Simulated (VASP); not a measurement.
## Be: single point with PBE

Be:

```
Be
1.0
    -1.26767    1.26767    1.26767
     1.26767   -1.26767    1.26767
     1.26767    1.26767   -1.26767
Be
1
Direct
  0.00000 0.00000 0.00000
```

The cell was built by a generator and needn't be a form met in nature.

- Program: VASP 6.6.1
- Task: single point
- Functional: PBE
- Potentials or basis: VASP PAW PBE potentials, release 64 (Be)
- Cutoff: 520 eV
- k mesh: 22 × 22 × 22
- Occupations: gaussian, width 0.05 eV
- Spin: no spin polarisation

The pressure is -4.7 GPa and the band gap on the k mesh is none (metal or under the smearing width).

Levels at points of the mesh, in eV from the Fermi level:
| k point | band 1 | band 2 | band 3 | band 4 | band 5 |
| --- | --- | --- | --- | --- | --- |
| (0.00, 0.00, 0.00) | -12.01 | 18.82 | 18.82 | 18.82 | 30.05 |
| (0.50, 0.00, 0.00) | -5.06 | 0.30 | 11.93 | 15.07 | 19.98 |
| (0.50, 0.50, 0.50) | 3.88 | 3.88 | 3.88 | 9.66 | 9.66 |

Run time: 4.4 s on 1 thread of Intel(R) Xeon(R) Platinum 8488C (Sapphire Rapids), with other jobs on the host, peak memory 0.12 GiB.
